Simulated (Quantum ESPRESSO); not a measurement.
Crystal: BaZrO3.

```
Ba Zr O
1.0
     4.19134    0.00000    0.00000
     0.00000    4.19134    0.00000
     0.00000    0.00000    4.19134
Ba Zr O
1 1 3
Direct
  0.00000 0.00000 0.00000
  0.50000 0.50000 0.50000
  0.50000 0.50000 0.00000
  0.50000 0.00000 0.50000
  0.00000 0.50000 0.50000
```

Base run:

* Program: Quantum ESPRESSO 7.5
* Functional: AM05
* Potentials or basis: PseudoDojo 0.4.1 SR PBE standard
* Cutoff: 1143 eV
* Density cutoff: 4572 eV
* k mesh: 4 × 4 × 4, shifted
* Occupations: fermi-dirac, width 0.05 eV
* Spin: no spin polarisation

Its results: pressure 0.0 GPa; electronic dielectric tensor (diagonal) 4.85.

**Question.** The run is repeated on the same cell with these changes: functional from AM05 to WC. What comes out?

**Answer.** Pressure -0.6 GPa; electronic dielectric tensor (diagonal) 4.85.

Caveats: the potentials were made for another functional, which shifts forces and pressure; this release of the barium file is off.
